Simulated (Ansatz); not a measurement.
**CuAu3: straining the crystal, equal strain of all cell vectors**

Aim: apply equal strain of all cell vectors to CuAu3 from -6 to +6 %, where the shape is held and the atoms relax, and follow energy, stress and any gap.

Program: Ansatz 0.2.0. Level of theory: DFT r2SCAN, scalar-relativistic, plane waves, PAW. These are calculated values, not measurements.

2 further runs of the same task are left out: 2 set aside as unsound or not needed.

## Step 1: The structure to begin with

The structure is cubic, space group Pm-3m (No. 221). The conventional cell has a = 4.011 Å, b = 4.011 Å, c = 4.011 Å, α = 90.00°, β = 90.00°, γ = 90.00°. Cu (site symmetry m-3m) has 12 Au at 2.84 Å in its first shell of neighbours. Around Au (site symmetry 4/mmm) lie 4 Cu at 2.84 Å and 8 Au at 2.84 Å.

As a file:

```
Cu Au
1.0
     4.01097    0.00000    0.00000
     0.00000    4.01097    0.00000
     0.00000    0.00000    4.01097
Cu Au
1 3
Direct
  0.00000 0.00000 0.00000
  0.00000 0.50000 0.50000
  0.50000 0.00000 0.50000
  0.50000 0.50000 0.00000
```

It is the result of an earlier relaxation at this level (volume 16.13 Å³/atom; gap on the mesh: none (metal)).

## Step 2: Reference cell for the strains

The input, input.yaml:

```yaml
crystal:
  lattice:
    - [4.0109680156, 0.0, 0.0]
    - [0.0, 4.0109680156, 0.0]
    - [0.0, 0.0, 4.0109680156]
  atoms:
    - { symbol: Cu, position: [0.0, 0.0, 0.0] }
    - { symbol: Au, position: [0.0, 0.5, 0.5] }
    - { symbol: Au, position: [0.5, 0.0, 0.5] }
    - { symbol: Au, position: [0.5, 0.5, 0.0] }
basis:
  ecutwfc: 500
kpoints:
  mp_grid: { grid: [14, 14, 14] }
hamiltonian:
  xc: r2scan
scf:
  occupations: { method: gaussian, width: 0.1 }
output:
  forces: true
  stress: true
  eigenvalues: true
```

Command:

```bash
$ ansatz run input.yaml --threads 1 --pin off --max-ram 2560MiB --backend cpu --events-out ev --progress --plain --runs-dir out
```

Further runs follow: At -2.0 %; the cell strained by +2.0 %; At -4.0 %; strain +4.0 %; strain -6.0 %; strain +6.0 %.

Q: Predict the outcome of this session. Wanted: (1/V) d²E/dε² at zero strain, cubic fit.

The runs gave:

| quantity | value |
| --- | --- |
| largest energy cost | 334.9 meV/atom at -6.0 % |
| (1/V) d²E/dε² at zero strain, cubic fit | 1462 GPa |

**Reading.** The curvature of the energy, 1462 GPa, is nine times the bulk modulus at fixed shape. Compression by 6 % costs 334.9 meV/atom and stretching 193.4. On this cell's mesh the unstrained reference holds a stress of up to 0.12 GPa. Spin-orbit coupling is left out for Au.
